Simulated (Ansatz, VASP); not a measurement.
**One calculation of W, two programs**

```
W
1.0
    -1.56794    1.56794    1.56794
     1.56794   -1.56794    1.56794
     1.56794    1.56794   -1.56794
W
1
Cartesian
  0.0000 0.0000 0.0000
```

Alike in both runs: functional LDA; k mesh 18 × 18 × 18; occupations gaussian, width 0.1 eV; no spin polarisation.

Ansatz relaxed the structure, and its values are those at the end. VASP's run is a single point on that final structure, the one shown.

|  | VASP | Ansatz |
| --- | --- | --- |
| version | VASP 6.6.1 | Ansatz 0.2.0 |
| potentials or method | VASP PAW LDA potentials, release 64 (W_sv) | scalar-relativistic, plane waves, PAW |
| plane-wave cutoff (eV) | 520 | 420 |
| valence electrons in the cell | 14 | 14 |

|  | VASP | Ansatz | Ansatz less VASP |
| --- | --- | --- | --- |
| gap on the k mesh at the Fermi level (eV) | none | none | - |
| pressure (GPa) | 2.0 | 0.0 | -1.96 |

A gap of «none» marks a metal or a gap that the smearing closes.

Spin-orbit coupling is left out, which matters for the levels of W.
